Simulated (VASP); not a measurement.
Set up this calculation in VASP 6.6.1, as the native input.

* Task: evGW0 quasiparticle levels
* Functional: PBEsol
* Potentials or basis: VASP PAW PBE potentials, release 64 (Ba_sv_GW, Te_GW)
* Cutoff: 500 eV
* k mesh: 3 × 3 × 3
* Occupations: gaussian, width 0.01 eV
* Spin: no spin polarisation
* Cutoff of the response function: 200
* Frequency points: 64
* Empty bands: 509
* GW scheme: evGW0
* GW iterations: 4
* Further INCAR settings: ALGO = EVGW0; EDIFF = 1e-08; NBANDS = 517

BaTe:

```xyz
2
Lattice="0.0000 3.4100 3.4100 3.4100 0.0000 3.4100 3.4100 3.4100 0.0000" Properties=species:S:1:pos:R:3 pbc="T T T"
Ba    0.0000    0.0000    0.0000
Te    3.4100    3.4100    3.4100
```

The input as run:

POSCAR

```
BaTe
1.0
    0.0000000000      3.4100000000      3.4100000000
    3.4100000000      0.0000000000      3.4100000000
    3.4100000000      3.4100000000      0.0000000000
Ba Te
1 1
Direct
    0.0000000000      0.0000000000      0.0000000000
    0.5000000000      0.5000000000      0.5000000000
```

INCAR.step1

```
  PREC = Accurate
  ENCUT = 500
  EDIFF = 1E-8
  ISMEAR = 0
  SIGMA = 0.01
  LREAL = False
  LASPH = True
  NELM = 60
  ALGO = Normal
  LWAVE = True
  LCHARG = False
  GGA = PS
```

INCAR.step2

```
  PREC = Accurate
  ENCUT = 500
  EDIFF = 1E-8
  ISMEAR = 0
  SIGMA = 0.01
  LREAL = False
  LASPH = True
  NELM = 1
  ALGO = Exact
  LWAVE = True
  LCHARG = False
  GGA = PS
  NBANDS = 517
  LOPTICS = True
  ISTART = 1
```

INCAR.step3

```
  PREC = Accurate
  ENCUT = 500
  EDIFF = 1E-8
  ISMEAR = 0
  SIGMA = 0.01
  LREAL = False
  LASPH = True
  ALGO = EVGW0
  LWAVE = False
  LCHARG = False
  GGA = PS
  NELMGW = 4
  NBANDS = 517
  ENCUTGW = 200
  NOMEGA = 64
  PRECFOCK = Fast
  ISTART = 1
  NBANDSGW = 16
```

KPOINTS

```
Automatic mesh
0
Gamma
  3 3 3
```

Potentials or basis: VASP PAW PBE potentials, release 64 (Ba_sv_GW, Te_GW).

The run is started by

```bash
$ cat potpaw_PBE.64/Ba_sv_GW/POTCAR potpaw_PBE.64/Te_GW/POTCAR > POTCAR
$ cp INCAR.step1 INCAR
$ mpirun -np 1 vasp_std > vasp.out
$ cp INCAR.step2 INCAR
$ mpirun -np 1 vasp_std > vasp.out
$ cp INCAR.step3 INCAR
$ mpirun -np 1 vasp_std > vasp.out
```

Results of the run:

```json
{
 "Band gap on the k mesh, mean-field level": "1.57 eV, indirect (least direct gap 1.92 eV)",
 "Quasiparticle gap": "2.79 eV",
 "Least direct quasiparticle gap": "3.17 eV"
}
```

Caveat: the k mesh is coarse (spacing up to 0.53 Å⁻¹), so the values aren't converged; bands, screening cutoff and mesh are small and nothing is extrapolated, so the quasiparticle values aren't converged; spin-orbit coupling is left out, which moves the levels of the heavy elements; an odd mesh through Γ misses points on the zone boundary, where band edges often lie.

It took 27 min on 1 thread of Intel(R) Xeon(R) Platinum 8488C (Sapphire Rapids), with other jobs on the host, peak memory 1.2 GiB.
